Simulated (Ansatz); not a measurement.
Si2Ni:

```xyz
3
Lattice="0.0000 2.7030 2.7030 2.7030 0.0000 2.7030 2.7030 2.7030 0.0000" Properties=species:S:1:pos:R:3 pbc="T T T"
Ni    0.0000    0.0000    0.0000
Si    4.0545    4.0545    4.0545
Si    1.3515    1.3515    1.3515
```

| Item | Value |
| --- | --- |
| Program | Ansatz 0.2.0 |
| Task | relaxation of cell and atoms |
| Functional | RPBE |
| Potentials or basis | Ansatz PAW |
| Cutoff | 420 eV (not typed: the program's choice for these potentials) |
| k mesh | 9 × 9 × 9 |
| Occupations | fermi-dirac, width 0.05 eV |
| Spin | collinear spin, ferromagnetic start |
| Starting moments | [1.0, 0.0, 0.0] μB |

At the start: volume 13.17 Å³/atom.

Question: Where does the relaxation end?

Answer: It ends after 5 steps and the volume is 13.75 Å³/atom (+4.4 %); space group Fm-3m (No. 225, to 0.05 Å); moment 0.00 μB per cell.

Step by step:
```
step  energy change (eV)  largest force (eV/Å)  volume (Å³)
   1              0.0000                0.0000        39.50
   2             -0.0265                0.0000        40.41
   3             -0.0339                0.0000        41.20
   4             -0.0339                0.0000        41.25
   5             -0.0344                0.0000        41.25
```

Final structure:
```yaml
crystal:
  lattice:
    - [0.00000, 2.74235, 2.74235]
    - [2.74235, 0.00000, 2.74235]
    - [2.74235, 2.74235, 0.00000]
  atoms:
    - { symbol: Ni, position: [0.00000, 0.00000, 0.00000] }
    - { symbol: Si, position: [0.75000, 0.75000, 0.75000] }
    - { symbol: Si, position: [0.25000, 0.25000, 0.25000] }
```

Caveat: the plane-wave basis is chosen anew once the cell has moved, so the energies of steps on either side of that aren't comparable; the PAW data sets come from PBE, with cores solved anew for the run's functional, which leaves a small shift of forces and pressure; the starting moments weren't kept.
